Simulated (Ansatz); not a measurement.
# Stack of 1T-FeI2 under 1T-NiTe2, unshifted in a perpendicular field, part 3 of 3

Aim: how the stack of 1T-FeI2 under 1T-NiTe2, unshifted screens a field along its normal, and what the field does to its bands. A positive field points along +c.

Ansatz 0.2.0; plane-wave DFT, PBE-D3(BJ), Ansatz PAW (the session's first sound run).

So far. Step 6 (Atoms held, field 0.1 V/Å): The dipole is 0.109 e·Å, 0.0822 e·Å from its value without field.

## Step 7: Atoms held, field 0.2 V/Å

Contents of input.yaml:

```yaml
crystal:
  lattice:
    - [3.8885349269, 0.0, 0.0]
    - [-1.9442674635, 3.3675700302, 0.0]
    - [0.0, 0.0, 26.8303124117]
  atoms:
    - { symbol: I, position: [0.6666666667, 0.3333333333, 0.335441491], spin: 0.14 }
    - { symbol: Fe, position: [0.0, 0.0, 0.3969251133], spin: 3.31 }
    - { symbol: I, position: [0.3333333333, 0.6666666667, 0.4611948525], spin: 0.11 }
    - { symbol: Te, position: [0.6666666667, 0.3333333333, 0.5696883965], spin: -0.02 }
    - { symbol: Ni, position: [0.0, 0.0, 0.6163472623], spin: 0.03 }
    - { symbol: Te, position: [0.3333333333, 0.6666666667, 0.664558509], spin: -0.01 }
magnetization:
  spin_polarized: true
kpoints:
  mp_grid: { grid: [12, 12, 1] }
  band_path:
    path: [[0, 0, 0], [0.5, 0, 0], [0.33333333, 0.33333333, 0], [0, 0, 0]]
    npoints: 16
hamiltonian:
  xc: pbe
  dispersion: d3bj
scf:
  occupations: { method: fermi_dirac, width: 0.05 }
  convergence: { dr2_threshold: 1.0e-10 }
efield:
  axis: 3
  dipole_correction: true
  ramp_position: 0.9657
  ramp_width: 0.0682
  amplitude: 0.2
output:
  write_potential: true
  write_density: true
  volumetric_format: npy
```

The run is started by

```bash
$ ansatz run input.yaml --threads 4 --pin off --max-ram 6144MiB --backend cpu --events-out ev --progress --plain --runs-dir out
```

Numbers of over 12 decimals in the logs are rounded to 6 here.

The log of the run:

```text
[...]
Crystal: 6 atoms, lattice volume = 351.341 Å³
Basis set: ecut = 420 eV, 6965 PW (Γ)
Bands: 63, of which v1, the nominal top of the filled ones, is band 50 counted from 1 (49 counted from 0)
Symmetry: 6 space group operations
k-points: 19 of 144 (time reversal used)
[...]
Starting moments: Σ|m| = 3.62 μB on 6 of 6 sites
[...]
k-point 0 ↑: bands = [... 46 lower, 0.8774, 1.7899, 1.7899, 2.1414, 2.1532, 2.1532, 3.3536, 3.3536, ... 9 higher]
  k-point 1 ↑: bands = [... 46 lower, 0.8169, 1.4485, 1.6770, 1.7173, 1.9756, 2.3099, 3.0513, 3.3947, ... 9 higher]
  k-point 2 ↑: bands = [... 46 lower, 0.6353, 0.8471, 1.0954, 1.4408, 1.6950, 2.2900, 2.6161, 3.4396, ... 9 higher]
  k-point 18 ↓: bands = [... 46 lower, 0.4153, 2.2253, 2.3184, 2.4705, 2.5756, 2.7028, 3.4424, 3.4712, ... 9 higher]
[key lines of the parts left out:]
SCF converged after 18 iterations
Magnetization: 3.7198 μB (51.8599 up, 48.1401 down)
Free energy (F): -39308.727030 eV
Fermi energy:    2.209171 eV
Dipole field:    D = 0.098485 V/Å  (p = 0.191221 e·Å, saw-weighted, corrected)
```

It took 92 s on 4 threads of Arm Neoverse V1, shared host; peak memory 1.5 GiB.

The dipole is 0.191 e·Å, 0.164 e·Å from its value without field.

## Step 8: Single point, field 0.3 V/Å

Changes to input.yaml since step 7:

```diff
@@ -28,6 +28,8 @@
   dipole_correction: true
-  ramp_position: 0.9657
-  ramp_width: 0.0682
-  amplitude: 0.2
+  ramp_position: 0.963
+  ramp_width: 0.0736
+  amplitude: 0.3
 output:
+  dos: { projected: true, e_range: [-6, 5] }
+  bader: true
   write_potential: true
@@ -35 +37,2 @@
   volumetric_format: npy
+  elf: true
```

The log of the run:

```text
[...]
Crystal: 6 atoms, lattice volume = 351.341 Å³
Basis set: ecut = 420 eV, 6965 PW (Γ)
Bands: 63, of which v1, the nominal top of the filled ones, is band 50 counted from 1 (49 counted from 0)
Symmetry: 6 space group operations
k-points: 19 of 144 (time reversal used)
[...]
Starting moments: Σ|m| = 3.62 μB on 6 of 6 sites
[...]
--- Bader charges: 6 sites ---
  site symbol  charge [e]  shift [e]    m [muB]
     0      I     -0.4475     0.0010     0.2263
     1     Fe      0.8104     0.0015     3.3430
     2      I     -0.4375     0.0006     0.1725
     3     Te      0.0751     0.0034    -0.0392
     4     Ni      0.0020     0.0067     0.0291
     5     Te     -0.0024     0.0032    -0.0178
  estimated error of the sums over rays = 3.9e-4 e
[key lines of the parts left out:]
SCF converged after 18 iterations
Magnetization: 3.7139 μB (51.8569 up, 48.1431 down)
Free energy (F): -39308.750258 eV
Fermi energy:    2.218757 eV
Dipole field:    D = 0.140783 V/Å  (p = 0.273349 e·Å, saw-weighted, corrected)
```

Run time: 1.7 min. Hardware: 4 threads; peak memory 1.6 GiB.

The dipole is 0.273 e·Å, 0.247 e·Å from its value without field.

## Step 9: Response, atoms held

This step: plane-wave DFT, PBE-D3(BJ), Ansatz PAW; response to a field along the normal, atoms held (Ansatz 0.2.0).

The dipoles give the slope, and the difference of two potentials shows where the field is screened.

Numbers from this step:

* equivalent conductor thickness p/(ε₀AE): 11.37 Å
* distance between the outer atoms: 8.830 Å

The dipole of the cell by applied field:

```tsv
applied field (V/Å)	dipole of the cell (e·Å)
-0.050	-0.0143
0.000	0.0268
0.050	0.0679
0.100	0.109
0.200	0.191
0.300	0.273
```

The total moment by applied field:

```tsv
applied field (V/Å)	total moment (μB)
-0.050	3.73
0.000	3.73
0.050	3.73
0.100	3.73
0.200	3.72
0.300	3.71
```

Local field over the applied field, running mean. From the potentials at -0.05 and 0.05 V/Å; running mean over 2.5 Å. Local field over applied field against z:

z (Å), local field over applied field and a bar from the least value:
```
      4.5      0.998 ##############################
      5.0      0.994 ##############################
      5.5      0.984 ##############################
      6.0      0.955 #############################
      6.5      0.888 ###########################
      7.0      0.767 #######################
      7.5      0.605 ##################
      8.0      0.429 #############
      8.5      0.263 ########
      9.0      0.144 ####
      9.5      0.087 ###
     10.0      0.060 ##
     10.5      0.049 ##
     11.0      0.043 #
     11.5      0.028 #
     12.0      0.006 
     12.5     -0.002 
     13.0     -0.002 
     13.5      0.003 
     14.0      0.008 
     14.5      0.010 
     15.0      0.011 
     15.5      0.007 
     16.0      0.002 
     16.5      0.004 
     17.0      0.014 
     17.5      0.040 #
     18.0      0.114 ###
     18.5      0.244 #######
     19.0      0.406 ############
     19.5      0.581 #################
     20.0      0.748 #######################
     20.5      0.873 ##########################
     21.0      0.943 ############################
     21.5      0.976 #############################
     22.0      0.990 ##############################
     22.5      0.996 ##############################
```

Electrons, planar mean, per unit field. The induced electron density by z:

```tsv
z (Å)	induced electron density (e/Å³ per V/Å)
4.5	7.6e-6
5.0	2.4e-5
5.5	7.4e-5
6.0	2.2e-4
6.5	5.8e-4
7.0	0.00142
7.5	0.00283
8.0	0.00324
8.5	0.00135
9.0	9.2e-4
9.5	4.8e-5
10.0	-8.7e-4
10.5	5.4e-4
11.0	2.8e-4
11.5	2.5e-4
12.0	6.7e-5
12.5	2.4e-5
13.0	8.3e-6
13.5	-1.4e-4
14.0	-1.9e-4
14.5	-2.5e-5
15.0	1.8e-4
15.5	5.1e-5
16.0	-3.7e-6
16.5	5.8e-5
17.0	-2.2e-4
17.5	-2.4e-4
18.0	-4.2e-4
18.5	-0.00153
19.0	-0.00340
19.5	-0.00272
20.0	-0.00145
20.5	-6.7e-4
21.0	-2.9e-4
21.5	-1.2e-4
22.0	-4.7e-5
22.5	-1.8e-5
```

By hand: between -0.05 and 0.05 V/Å the dipole changes by 0.08228 e·Å, a slope of 0.8228 e·Å²/V. A perfect conductor of thickness t has p = ε₀AEt, so t = 180.95 × 0.8228 / 13.095 = 11.37 Å (e/ε₀ = 180.95 V·Å, A in Å²).

The induced dipole is that of a conductor 11.37 Å thick.

## Step 10: The same run with other settings: basis.ecutwfc = "550 eV"

This step: plane-wave DFT, PBE-D3(BJ), Ansatz PAW (Ansatz 0.2.0).

A run with a changed input: it repeats the earlier run at 0.05 V/Å with basis.ecutwfc to 550 eV.

Changes to input.yaml since step 8:

```diff
@@ -28,8 +28,6 @@
   dipole_correction: true
-  ramp_position: 0.963
-  ramp_width: 0.0736
-  amplitude: 0.3
+  ramp_position: 0.97
+  ramp_width: 0.06
+  amplitude: 0.05
 output:
-  dos: { projected: true, e_range: [-6, 5] }
-  bader: true
   write_potential: true
@@ -37,2 +35,3 @@
   volumetric_format: npy
-  elf: true
+basis:
+  ecutwfc: "550 eV"
```

The log of the run:

```text
[...]
Crystal: 6 atoms, lattice volume = 351.341 Å³
Basis set: ecut = 550 eV, 10345 PW (Γ)
Bands: 63, of which v1, the nominal top of the filled ones, is band 50 counted from 1 (49 counted from 0)
Symmetry: 6 space group operations
k-points: 19 of 144 (time reversal used)
[...]
Starting moments: Σ|m| = 3.62 μB on 6 of 6 sites
[...]
SCF iter  18: F=-39308.717059 eV  HF=-39308.717059 eV  |F-HF|=5.09e-11  |Δ(HF+E_count)|=  5.82e-11  Δρ=3.35e-8 (↑1.74e-8 ↓3.35e-8)  dr2=1.02e-11  dr2_m=8.34e-13  M=3.729 μB ∫|m|=3.901 μB  ethr=1.00e-12  p=0.068 e·Å  D=3.50e-2 V/Å  ΔV_dip=-0.94 eV  dr2_dipole=2.69e-12  V_vac-E_F(+/−)=4.60/4.31 eV  ⟨swp⟩=13.1  Hψ=11574  notcnv=0
[...]
SCF 1 converged in 18 iterations: F = -39308.717059 eV  dr2 = 1.02e-11
[...]
SCF converged after 18 iterations
Magnetization: 3.7287 μB (51.8644 up, 48.1356 down)
Absolute magnetization: 3.9018 μB (∫|ρ↑−ρ↓|, with the PAW one-centre terms)
[...]
Per-site moments (μB) at R_I (Å): [(0.141802, 1.149203), (3.312467, 1.149203), (0.114304, 1.167726), (-0.023525, 1.060327), (0.028740, 1.060327), (-0.00655568, 1.068800)]
Free energy (F): -39308.717059 eV
[...]
Internal energy: -39308.682023 eV  (E = F + TS)
E sigma→0 (E₀):  -39308.699541 eV
Entropy (-TS):   -0.035036 eV (-5.839 meV/atom)
Fermi energy:    2.192532 eV
Dipole field:    D = 0.034991 V/Å  (p = 0.067940 e·Å, saw-weighted, corrected)
Work function:   not extracted (applied field tilts the vacuum); planar V_es + V_field profile in the machine report
[...]
--- Band table (eV; the first three rows and the last of 38) ---
  k-point 0 ↑: bands = [... 46 lower, 0.8711, 1.7845, 1.7845, 2.1153, 2.1347, 2.1347, 3.3341, 3.3341, ... 9 higher]
  k-point 1 ↑: bands = [... 46 lower, 0.8097, 1.4408, 1.6570, 1.7111, 1.9582, 2.2857, 3.0311, 3.3750, ... 9 higher]
  k-point 2 ↑: bands = [... 46 lower, 0.6263, 0.8394, 1.0728, 1.4262, 1.6861, 2.2641, 2.5950, 3.4196, ... 9 higher]
  k-point 18 ↓: bands = [... 46 lower, 0.3974, 2.2074, 2.3044, 2.4572, 2.5556, 2.6808, 3.4265, 3.4542, ... 9 higher]
```

Run time: 2.5 min. Hardware: 4 threads; peak memory 2.1 GiB.

Numbers from this step:

| Quantity | Value |
| --- | --- |
| energy at zero smearing | -39308.6995 eV |
| total moment | 3.729 μB |
| site moments | 0.1418, 3.312, 0.1143, -0.02352, 0.02874, -0.006556 μB |
| dipole along the normal | 0.06794 e·Å |

Deep bands are left out, so band numbers here count from the lowest band kept and differ from the log's. The electronic bands at the labelled points (eV, zero at the Fermi level; # counts the bands kept):

```tsv
point	up #18	up #19	up #20	up #21	down #15	down #16	down #17	down #18
Γ	-0.08	-0.06	-0.06	1.14	-0.19	-0.09	-0.09	0.17
halfway	-1.25	-0.64	-0.53	0.50	-0.55	-0.36	0.10	0.14
M	-1.75	-1.01	-0.76	0.59	-1.67	-0.50	0.20	0.43
halfway	-1.78	-1.16	-1.07	0.45	-1.68	-0.15	0.18	0.37
K	-1.84	-1.40	-1.23	0.38	-1.80	0.01	0.11	0.26
halfway	-1.30	-1.01	-0.33	0.38	-0.50	-0.13	0.05	0.32
Γ	-0.08	-0.06	-0.06	1.14	-0.19	-0.09	-0.09	0.17
```

```tsv
quantity	this run	earlier run	difference
dipole along the normal (e·Å)	0.06794	0.06795	-8.2e-6
total moment (μB)	3.729	3.729	-3.7e-5
```

Nothing in the table moves by 0.01 in its unit (for the dipole 0.5 % and 5e-5 e·Å).

## Step 11: A changed input: hamiltonian.xc = "pbesol"

This step: plane-wave DFT, PBE-D3(BJ), Ansatz PAW, but for the change named below (Ansatz 0.2.0).

Another changed input: it repeats the earlier run at 0.05 V/Å with hamiltonian.xc from pbe to pbesol.

Changes to input.yaml since step 10:

```diff
@@ -20,3 +20,3 @@
 hamiltonian:
-  xc: pbe
+  xc: pbesol
   dispersion: d3bj
@@ -35,3 +35 @@
   volumetric_format: npy
-basis:
-  ecutwfc: "550 eV"
```

The log of the run:

```text
[...]
Crystal: 6 atoms, lattice volume = 351.341 Å³
Basis set: ecut = 420 eV, 6965 PW (Γ)
Bands: 63, of which v1, the nominal top of the filled ones, is band 50 counted from 1 (49 counted from 0)
Symmetry: 6 space group operations
k-points: 19 of 144 (time reversal used)
[...]
Starting moments: Σ|m| = 3.62 μB on 6 of 6 sites
[...]
SCF iter  17: F=-38923.822978 eV  HF=-38923.822978 eV  |F-HF|=1.16e-10  |Δ(HF+E_count)|=    0.00e0  Δρ=1.92e-8 (↑1.92e-8 ↓1.69e-8)  dr2=4.34e-12  dr2_m=3.91e-13  M=3.731 μB ∫|m|=3.887 μB  ethr=1.00e-12  p=0.065 e·Å  D=3.37e-2 V/Å  ΔV_dip=-0.90 eV  dr2_dipole=4.33e-17  V_vac-E_F(+/−)=4.66/4.34 eV  ⟨swp⟩=12.3  Hψ=9800  notcnv=0
[...]
SCF 1 converged in 17 iterations: F = -38923.822978 eV  dr2 = 4.34e-12
[...]
SCF converged after 17 iterations
Magnetization: 3.7315 μB (51.8657 up, 48.1343 down)
Absolute magnetization: 3.8878 μB (∫|ρ↑−ρ↓|, with the PAW one-centre terms)
[...]
Per-site moments (μB) at R_I (Å): [(0.142941, 1.149203), (3.307216, 1.149203), (0.117587, 1.167726), (-0.020656, 1.060327), (0.022874, 1.060327), (-0.00598689, 1.068800)]
Free energy (F): -38923.822978 eV
[...]
Internal energy: -38923.787091 eV  (E = F + TS)
E sigma→0 (E₀):  -38923.805035 eV
Entropy (-TS):   -0.035887 eV (-5.981 meV/atom)
Fermi energy:    2.110498 eV
Dipole field:    D = 0.033673 V/Å  (p = 0.065380 e·Å, saw-weighted, corrected)
Work function:   not extracted (applied field tilts the vacuum); planar V_es + V_field profile in the machine report
[...]
--- Band table (eV; the first three rows and the last of 38) ---
  k-point 0 ↑: bands = [... 46 lower, 0.7776, 1.6944, 1.6944, 2.0155, 2.0601, 2.0601, 3.2623, 3.2623, ... 9 higher]
  k-point 1 ↑: bands = [... 46 lower, 0.7129, 1.3454, 1.5800, 1.6224, 1.8836, 2.1918, 2.9522, 3.3016, ... 9 higher]
  k-point 2 ↑: bands = [... 46 lower, 0.5220, 0.7425, 1.0042, 1.3502, 1.6012, 2.1797, 2.5034, 3.3440, ... 9 higher]
  k-point 18 ↓: bands = [... 46 lower, 0.3433, 2.1486, 2.2207, 2.2425, 2.4520, 2.6026, 3.2819, 3.3099, ... 9 higher]
```

Wall time 94 s (4 threads); peak memory 1.5 GiB; 6.2 min of CPU time.

Numbers from this step:

* energy at zero smearing: -38923.8050 eV
* total moment: 3.731 μB
* site moments: 0.1429, 3.307, 0.1176, -0.02066, 0.02287, -0.005987 μB
* dipole along the normal: 0.06538 e·Å

Deep bands are left out, so band numbers here count from the lowest band kept and differ from the log's. Electronic bands along the path, in eV, zero at the Fermi level; # counts the bands kept:

```tsv
point	up #18	up #19	up #20	up #21	down #15	down #16	down #17	down #18
Γ	-0.10	-0.05	-0.05	1.15	-0.24	-0.08	-0.08	0.08
halfway	-1.23	-0.64	-0.53	0.50	-0.55	-0.35	0.09	0.13
M	-1.75	-1.02	-0.77	0.58	-1.67	-0.51	0.19	0.33
halfway	-1.76	-1.17	-1.08	0.44	-1.67	-0.16	0.18	0.27
K	-1.81	-1.42	-1.24	0.37	-1.77	0.04	0.11	0.13
halfway	-1.31	-1.02	-0.32	0.37	-0.49	-0.14	0.06	0.27
Γ	-0.10	-0.05	-0.05	1.15	-0.24	-0.08	-0.08	0.08
```

```tsv
quantity	this run	earlier run	difference
dipole along the normal (e·Å)	0.06538	0.06795	-0.0026
total moment (μB)	3.731	3.729	0.0027
```

What moves beyond 0.01 in its unit (for the dipole 0.5 % and 5e-5 e·Å): dipole along the normal (-0.00257 e·Å).

## Step 12: Outcome

| Property | Result |
| --- | --- |
| gap without field | none |
| work function, upper face | 4.29 eV |
| step between the vacuum levels | -0.371 eV |
| equivalent conductor thickness, atoms held | 11.4 Å |

The induced dipole equals that of a perfect conductor 11.37 Å thick, while the outer atoms lie 8.83 Å apart. The two faces differ: the vacuum level above lies 0.37 eV lower than the one below. There is no gap over 0.03 eV, with or without the field. For an open d or f shell that can be the fault of a semilocal functional without a Hubbard term. The magnetic order is the one reached from the typed start; other orders were not compared. Spin-orbit coupling is left out, which matters for the bands of elements this heavy.

[Logs are printed without paths, hosts, clocks, repeated set-up lines and the standing remarks that a program may print on its own settings, such as how far it seeks lower states.]

[Hosts, paths, dates, database ids (printed as entryN), source tags and the programs' standing remarks are cut or masked in the printed files.]

[Maps of the electrostatic potential energy from Ansatz leave out the sawtooth potential of an applied field or a dipole correction, so their vacuum need not be flat; planar profiles and work functions include it.]
